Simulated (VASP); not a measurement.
# BN: kernels and solvers of the Casida equation on one ground state

BN, F-43m (no. 216), 2 atoms in the cell. PBE, TDDFT by the Casida equation; PAW potentials N_GW, B_GW (PBE set).

## Input

INCAR.step1:
```
PREC = Accurate
ENCUT = 420
ISMEAR = 0
SIGMA = 0.02
EDIFF = 1E-7
LASPH = True
KPAR = 4
LWAVE = True
LCHARG = False
LOPTICS = True
ALGO = Normal
NBANDS = 16
NEDOS = 2000
CSHIFT = 0.1
GGA = PE
```

INCAR.step2:
```
PREC = Accurate
ENCUT = 420
ISMEAR = 0
SIGMA = 0.02
EDIFF = 1E-7
LASPH = True
KPAR = 4
LWAVE = False
LCHARG = False
ALGO = TDHF
NBANDS = 16
NBANDSO = 4
NBANDSV = 4
IBSE = 2
NBSEEIG = 4
LHARTREE = True
LADDER = False
LFXC = True
ENCUTGW = 150
GGA = PE
PRECFOCK = Fast
ANTIRES = 0
OMEGAMAX = 25
CSHIFT = 0.15
NOMEGA = 1000
ISTART = 1
```

INCAR.step3, as INCAR.step2 but for:
```
- ANTIRES = 0
+ ANTIRES = 1
```

INCAR.step4 changes the same tag again: ANTIRES = 2.

INCAR.step5, as INCAR.step4 but for:
```
- LHARTREE = True
- LFXC = True
- ANTIRES = 2
+ LHARTREE = False
+ LFXC = False
+ ANTIRES = 0
```

INCAR.step6, as INCAR.step5 but for:
```
- LHARTREE = False
- ANTIRES = 0
+ LHARTREE = True
+ ANTIRES = 2
```

INCAR.step7, as INCAR.step6 but for:
```
- IBSE = 2
- LFXC = False
- ANTIRES = 2
+ IBSE = 3
+ LFXC = True
+ ANTIRES = 0
+ BSEPREC = High
```

INCAR.step8, as INCAR.step7 but for:
```
- IBSE = 3
- BSEPREC = High
+ IBSE = 1
```

INCAR.step9, as INCAR.step8 but for:
```
- IBSE = 1
+ IBSE = 0
```

INCAR.step10, as INCAR.step9 but for:
```
- KPAR = 4
```

KPOINTS:
```
k-points
0
Gamma
  6 6 6
```

POSCAR:
```
BN
1.0
    0.0000000000      1.8130010000      1.8130010000
    1.8130010000      0.0000000000      1.8130010000
    1.8130010000      1.8130010000      0.0000000000
N B
1 1
Direct
    0.2500000000      0.2500000000      0.2500000000
    0.0000000000      0.0000000000      0.0000000000
```

Commands (each step's output is kept before the next begins):
```
cat potpaw_PBE.64/N_GW/POTCAR potpaw_PBE.64/B_GW/POTCAR > POTCAR
cp INCAR.step1 INCAR
mpirun -np 4 vasp_std > vasp.out
cp INCAR.step2 INCAR
mpirun -np 4 vasp_std > vasp.out
cp INCAR.step3 INCAR
mpirun -np 4 vasp_std > vasp.out
cp INCAR.step4 INCAR
mpirun -np 4 vasp_std > vasp.out
cp INCAR.step5 INCAR
mpirun -np 4 vasp_std > vasp.out
cp INCAR.step6 INCAR
mpirun -np 4 vasp_std > vasp.out
cp INCAR.step7 INCAR
mpirun -np 4 vasp_std > vasp.out
cp INCAR.step8 INCAR
mpirun -np 4 vasp_std > vasp.out
cp INCAR.step9 INCAR
mpirun -np 4 vasp_std > vasp.out
cp INCAR.step10 INCAR
mpirun -np 1 vasp_std > vasp.out
```

## Result

- Direct gap on the mesh (eV): 8.78
- Gap on the mesh (eV): 4.45
- Bands: 16

One ground state, settings moved in the last step alone:

| Settings | ε at zero frequency | First excitation (eV) | First bright (eV) | Time (s) |
|---|---|---|---|---|
| LOPTICS | 4.80 | – | – | 1 |
| full kernel, Tamm-Dancoff | 4.53 | 8.777 | 8.780 | 9 |
| full kernel, ANTIRES 1 | 4.48 | 8.777 | 8.783 | 9 |
| full kernel, ANTIRES 2 | 4.48 | 8.777 | 8.780 | 18 |
| independent particles | 4.58 | 8.777 | 8.777 | 5 |
| RPA: Hartree term alone, ANTIRES 2 | 4.30 | 8.779 | 8.783 | 18 |
| Lanczos (IBSE 3) | 4.53 | – | – | 7 |
| time evolution (IBSE 1) | 4.49 | – | – | 19 |
| KPAR with the old driver (IBSE 0) | – | – | – | no result |
| old driver (IBSE 0) on one core | 4.53 | 8.777 | 8.780 | 35 |

Make-up of the lowest excitation, one of several of nearly equal energy, so its shares depend on the choice among them:

| k point | From band | To band | Share |
|---|---|---|---|
| 0.000 0.000 0.000 | 2 | 6 | 0.40 |
| 0.000 0.000 0.000 | 4 | 7 | 0.32 |
| 0.000 0.000 0.000 | 3 | 6 | 0.08 |
| 0.000 0.000 0.000 | 4 | 5 | 0.08 |
| 0.000 0.000 0.000 | 3 | 7 | 0.08 |
| 0.000 0.000 0.000 | 4 | 6 | 0.02 |

Limits: The 6×6×6 mesh is coarse for a spectrum: peaks stand apart that a denser mesh merges; the pairs hold 4 valence and 4 conduction bands, and what lies beyond is missing from ε.

VASP 6.6.1 took 126 s on 4 cores (AMD EPYC 9R45 (Zen 5)), a shared host.
